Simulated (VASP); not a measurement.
Ba: single point with PBE

The system is Ba.

```
CELL_PARAMETERS angstrom
4.52719 0.00000 0.00000
-2.26360 3.92067 0.00000
0.00000 0.00000 3.71774
ATOMIC_POSITIONS crystal
Ba 0.00000 0.00000 0.00000
```

The cell isn't the ideal one: strain +0.050 along x and y, -0.050 along z, atoms carried along.

| Quantity | Value |
| --- | --- |
| Program | VASP 6.6.1 |
| Task | single point |
| Functional | PBE |
| Potentials or basis | VASP PAW PBE potentials, release 64 (Ba_sv) |
| Cutoff | 520 eV |
| k mesh | 15 × 15 × 12 |
| Occupations | gaussian, width 0.15 eV |
| Spin | no spin polarisation |

The pressure is -0.2 GPa. The band gap on the k mesh is none (metal or under the smearing width).

Stress tensor (GPa, compression positive):
```
-1.70  0.00  0.00
 0.00 -1.70  0.00
 0.00  0.00  2.67
```

Levels at points of the mesh, in eV from the Fermi level:
```tsv
k point	band 1	band 2	band 3	band 4	band 5	band 6	band 7	band 8	band 9	band 10
(0.00, 0.00, 0.00)	-29.24	-14.24	-14.24	-13.89	-2.66	0.02	1.48	1.48	4.88	4.88
(0.00, 0.00, 0.50)	-29.13	-15.01	-14.11	-14.11	-0.44	0.92	1.87	1.87	2.34	2.34
```

It took 46 s on 1 thread of Intel(R) Xeon(R) 6975P-C (Granite Rapids), with other jobs on the host, peak memory 0.28 GiB.

The run has no spin-orbit coupling, so splittings on Ba are missing.
